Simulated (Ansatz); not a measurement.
# Sn2O: the cost of one run

Method: DFT PBE, scalar-relativistic, plane waves, PAW, unless a step names another level, in Ansatz 0.2.0.

4 further runs of the same task are left out: 4 set aside as unsound or not needed. Runs told in other sessions of the task aren't counted.

### 1 What the formula suggests

Pauling electronegativities: Sn 1.96, O 3.44 (spread 1.48). No set of common oxidation states balances it. Tabulated atomic sizes suggest about 21 Å³/atom. 44 candidates were drawn, by swapping species into database cells of other compounds, at random by space group and Wyckoff sites, or by hand, as the table says:

```
name                                                     made from  space group no.        Wyckoff sites  atoms (primitive cell)  V (Å³/atom)
 c01                                                        random              139          Sn 4e; O 2b                       3         21.8
 c02                                                        random              183      Sn 1a, 1a; O 1a                       3         24.9
 c03                                                        random              216      Sn 4d, 4a; O 4c                       3         26.0
 c04                                                        random               65      Sn 2c, 2a; O 2b                       3         25.8
 c05                                                        random               42      Sn 4a, 4a; O 4a                       3         24.0
 c06                                                        random               38          Sn 8f; O 4e                       6         26.0
 c07  built by hand: litharge SnO slabs with planar Sn square nets              129      Sn 2c, 2b; O 2a                       6         20.7
 c08                                        database cell of In2Pt              225          Sn 8c; O 4a                       3         20.9
 c09                                         database cell of Pb2O              224          Sn 4b; O 2a                       6         23.8
 c10                                                        random              194      Sn 2c, 2a; O 2d                       6         25.6
 c11                                                        random              123          Sn 2g; O 1b                       3         26.5
 c12                                         database cell of Ag2O              224          Sn 4c; O 2a                       6         23.4
 c13                                        database cell of Zr2Rh               72          Sn 8j; O 4b                       6         27.4
 c14                                        database cell of Sb2Ru               58          Sn 4g; O 2a                       6         19.1
 c15                                        database cell of SmZn2               74          Sn 8h; O 4e                       6         24.1
 c16                                         database cell of YPb2               63      Sn 4c, 4c; O 4c                       6         21.7
 c17                                    built by hand: anti-rutile              136          Sn 4f; O 2a                       6         20.7
 c18                                                        random              166          Sn 6c; O 3a                       3         24.1
 c19                                                        random              139          Sn 4d; O 2a                       3         24.7
 c20                                                        random               71          Sn 4g; O 2b                       3         22.7
 c21                                         database cell of Ti2N              136          Sn 4f; O 2a                       6         20.7
 c22                                        database cell of LaGe2              141          Sn 8e; O 4b                       6         22.9
 c23                                        database cell of HfNi2              227         Sn 16d; O 8a                       6         22.5
 c24                                   built by hand: cuprite Cu2O              224          Sn 4b; O 2a                       6         20.7
 c25                                        database cell of Tl2Pt              140          Sn 8h; O 4c                       6         20.6
 c26                                                        random              123      Sn 1b, 1a; O 1c                       3         21.7
 c27                                                        random              186      Sn 2b, 2b; O 2b                       6         25.3
 c28                                                        random               99      Sn 1a, 1b; O 1b                       3         22.2
 c29                                         database cell of PtO2              186      Sn 2b, 2a; O 2b                       6         22.0
 c30                                                        random                2      Sn 1h, 1d; O 1e                       3         25.8
 c31                                         database cell of Cr2B              140          Sn 8h; O 4a                       6         19.4
 c32                                                        random               21  Sn 2a, 4g, 2b; O 4k                       6         22.5
 c33                                                        random               99      Sn 1a, 1a; O 1a                       3         20.9
 c34                                                        random              123  Sn 1b, 2e, 1a; O 2g                       6         21.0
 c35                                        database cell of Zr2Pd              139          Sn 4e; O 2a                       3         26.6
 c36                                                        random              191          Sn 4h; O 2c                       6         26.7
 c37                                                        random              123          Sn 2g; O 1a                       3         21.1
 c38                               built by hand: anti-CdI2 (Ag2F)              164          Sn 2d; O 1a                       3         20.6
 c39    built by hand: litharge SnO slabs with buckled Sn bilayers              129      Sn 2c, 2c; O 2a                       6         21.0
 c40                                         database cell of Sm2C              166          Sn 6c; O 3b                       3         23.9
 c41                                                        random              131          Sn 4m; O 2e                       6         26.8
 c42                                                        random              191          Sn 2e; O 1a                       3         22.3
 c43                                        database cell of Dy2In              194      Sn 2d, 2a; O 2c                       6         23.3
 c44                                         database cell of YHg2              191          Sn 2d; O 1a                       3         19.5
```

### 2 Screening run of c03

input.yaml reads:

```yaml
crystal:
  lattice:
    - [0.0, 3.39141024, 3.39141024]
    - [3.39141024, 0.0, 3.39141024]
    - [3.39141024, 3.39141024, 0.0]
  atoms:
    - { symbol: Sn, position: [0.25, 0.25, 0.25] }
    - { symbol: Sn, position: [0.0, 0.0, 0.0] }
    - { symbol: O, position: [0.75, 0.75, 0.75] }
basis:
  ecutwfc: 420
kpoints:
  mp_grid: { grid: [5, 5, 5] }
hamiltonian:
  xc: pbe
scf:
  occupations: { method: gaussian, width: 0.2 }
  lower_state_search: "off"
output:
  forces: true
  stress: true
  eigenvalues: true
relax:
  adjacent_minimum: "off"
  f_tol: 0.08
  max_steps: 16
  cell: { stress_tol: 0.8 }
```

The run is started by

```sh
$ ansatz run input.yaml --threads 1 --pin off --max-ram 2560MiB --backend cpu --events-out ev --progress --plain --runs-dir out
```

**Question.** How long does this run take on 1 thread of Intel Xeon 6975P-C (Granite Rapids), shared host, and how much memory does it need?

About 6.5 s, with a peak of 0.39 GiB.
